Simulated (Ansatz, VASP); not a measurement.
Cs: VASP beside Ansatz

```
Cs
1.0
    -3.02250    2.97716    3.02250
     3.02250   -2.97716    3.02250
     3.02250    2.97716   -3.02250
Cs
1
Direct
  0.00000 0.00000 0.00000
```

Change from the starting cell: strain -0.0150 x Voigt [0, 1, 0, 0, 0, 0], atoms carried along.

Alike in both runs: task single point; functional PBE; k mesh 12 × 12 × 12; occupations gaussian, width 0.15 eV; no spin polarisation.

|  | VASP | Ansatz |
| --- | --- | --- |
| version | VASP 6.6.1 | Ansatz 0.2.0 |
| potentials or method | VASP PAW PBE potentials, release 64 (Cs_sv) | scalar-relativistic, plane waves, PAW |
| plane-wave cutoff (eV) | 520 | 420 |
| valence electrons in the cell | 9 | 9 |

|  | VASP | Ansatz | Ansatz less VASP |
| --- | --- | --- | --- |
| gap on the k mesh at the Fermi level (eV) | none | none | - |
| pressure (GPa) | 0.1 | 0.2 | +0.01 |

A gap of «none» marks a metal or a gap that the smearing closes.

The runs have no spin-orbit coupling, so splittings on Cs are missing.
